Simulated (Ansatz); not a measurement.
**Relaxing an invented Be5Te structure**

Theory: DFT PBE, scalar-relativistic, plane waves, PAW in Ansatz 0.2.0. Cutoff 420 eV, Gaussian smearing, Γ-centred meshes. Cell and atoms relax first on a coarse mesh, the cell is then made exact in the group found at 0.06 to 0.08 Å, and last on a converged mesh; the steps can't lower the symmetry of their start. No spin polarisation.

Recipe of this trial structure of Be5Te: random cell by space group and Wyckoff sites (P31m, No. 157). Its size is a rough estimate.

```
Be Te
1.0
     4.39871    0.00000    0.00000
    -2.19936    3.80940    0.00000
     0.00000    0.00000    4.23109
Be Te
5 1
Direct
  0.21561 0.00000 0.70608
  0.00000 0.21561 0.70608
  0.78439 0.78439 0.70608
  0.33333 0.66667 0.45852
  0.66667 0.33333 0.45852
  0.00000 0.00000 0.26408
```

The zero of energy is the elements' standard structures at the same level; no fitted shifts are applied.

Task: Describe the relaxed structure.

Result: The symmetry stays P31m (No. 157). The volume per atom grows by 14.7 %, from 11.8 to 13.6 Å³. The shortest distance goes from 1.64 Å (Be–Be) to 2.16 Å (Be–Be). The ratio c/a of the conventional cell changes by a factor of 1.84. The end is written in a standard setting, so origin, axes and order of atoms can differ from the start's. Conventional cell: a = 3.757 Å, c = 6.652 Å. Be on a site of symmetry m is surrounded by 8 Be at 2.16–2.28 Å; Be on a site of symmetry 3 is surrounded by 6 Be at 2.17–2.28 Å and 3 Te at 2.65 Å; Te is surrounded by 6 Be at 2.65 Å.

Space group P31m (No. 157). a = 3.757 Å, b = 3.757 Å, c = 6.652 Å, α = 90.00°, β = 90.00°, γ = 120.00°
| atom | site | symmetry | x | y | z |
| --- | --- | --- | --- | --- | --- |
| Be | 3c | ..m | 0.3365 | 0.0000 | 0.7318 |
| Be | 2b | 3.. | 0.3333 | 0.6667 | 0.4447 |
| Te | 1a | 3.m | 0.0000 | 0.0000 | 0.2147 |

Task: How does it come out in energy, and is it a metal?

Result:

| Item | Value |
| --- | --- |
| Energy over the elements | +0.36 eV/atom |
| Gap on the 12×12×6 mesh of the 6-atom cell | 0 eV (a metal) |

A positive value: parting into the elements would lower its energy.

The last run used Gaussian smearing of 0.10 eV. These runs have no spin–orbit coupling, which can matter for Te. The reference form of Te is held partly by dispersion forces, which this level lacks. Symmetry constrained the relaxation, so the result can be a saddle point. Another cell of the same search, in P3, lies 217 meV/atom lower, so this cell isn't the stable form at this level.
